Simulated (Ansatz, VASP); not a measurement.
# TaN in VASP and in Ansatz

```
CELL_PARAMETERS angstrom
0.00000 2.20907 2.20907
2.20907 0.00000 2.20907
2.20907 2.20907 0.00000
ATOMIC_POSITIONS crystal
Ta 0.50000 0.50000 0.50000
N 0.00000 0.00000 0.00000
```

Alike in both runs: functional PBE; k mesh 8 × 8 × 8; occupations gaussian, width 0.1 eV; no spin polarisation.

Ansatz relaxed the structure, and its values are those at the end. VASP's run is a single point on that final structure, the one shown.

|  | VASP | Ansatz |
| --- | --- | --- |
| version | VASP 6.6.1 | Ansatz 0.2.0 |
| potentials or method | VASP PAW PBE potentials, release 64 (Ta_pv, N) | scalar-relativistic, plane waves, PAW |
| plane-wave cutoff (eV) | 520 | 420 |
| valence electrons in the cell | 16 | 18 |

|  | VASP | Ansatz | Ansatz less VASP |
| --- | --- | --- | --- |
| gap on the k mesh at the Fermi level (eV) | none | none | - |
| pressure (GPa) | 0.7 | -0.1 | -0.78 |

A gap of «none» marks a metal or a gap that the smearing closes. The functional is the same, so the differences come from potentials, cutoffs and numerics. The two sets of potentials don't hold the same shells in valence.

Spin-orbit coupling is left out, which matters for the levels of Ta.
